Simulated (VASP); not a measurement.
Input of a VASP 6.6.1 run:

Contents of POSCAR:

```
BaO
1.0
    0.0000000000      2.7500000000      2.7500000000
    2.7500000000      0.0000000000      2.7500000000
    2.7500000000      2.7500000000      0.0000000000
Ba O
1 1
Direct
    0.0000000000      0.0000000000      0.0000000000
    0.5000000000      0.5000000000      0.5000000000
```

The input INCAR.step1:

```
PREC = Accurate
ENCUT = 450
EDIFF = 1E-8
ISMEAR = 0
SIGMA = 0.01
LREAL = False
LASPH = True
NELM = 100
ALGO = Normal
LWAVE = True
LCHARG = False
GGA = PE
```

INCAR.step2

```
PREC = Accurate
ENCUT = 450
EDIFF = 1E-8
ISMEAR = 0
SIGMA = 0.01
LREAL = False
LASPH = True
NELM = 1
ALGO = Exact
LWAVE = True
LCHARG = False
GGA = PE
NBANDS = 217
LOPTICS = True
ISTART = 1
```

INCAR.step3

```
PREC = Accurate
ENCUT = 450
EDIFF = 1E-8
ISMEAR = 0
SIGMA = 0.01
LREAL = False
LASPH = True
ALGO = EVGW0
LWAVE = False
LCHARG = False
GGA = PE
NELMGW = 1
NBANDS = 217
ENCUTGW = 170
NOMEGA = 50
PRECFOCK = Fast
ISTART = 1
NBANDSGW = 16
```

Contents of KPOINTS:

```
regular mesh
0
Gamma
  4 4 4
```

Potentials or basis: VASP PAW PBE potentials, release 64 (Ba_sv_GW, O_GW).

Run with:

```bash
$ cat potpaw_PBE.64/Ba_sv_GW/POTCAR potpaw_PBE.64/O_GW/POTCAR > POTCAR
$ cp INCAR.step1 INCAR
$ mpirun -np 1 vasp_std > vasp.out
$ cp INCAR.step2 INCAR
$ mpirun -np 1 vasp_std > vasp.out
$ cp INCAR.step3 INCAR
$ mpirun -np 1 vasp_std > vasp.out
```

(1) What does it give for the quasiparticle gap?

(2) What does it give for the least direct quasiparticle gap?

(3) Estimate the band gap on the k mesh, mean-field level.

Results:

(1) 3.11 eV.

(2) 3.11 eV.

(3) 1.97 eV, direct.

Caveat: the k mesh is coarse (spacing up to 0.49 Å⁻¹), so the values aren't converged; bands, screening cutoff and mesh are small and nothing is extrapolated, so the quasiparticle values aren't converged; spin-orbit coupling is left out, which moves the levels of the heavy elements.
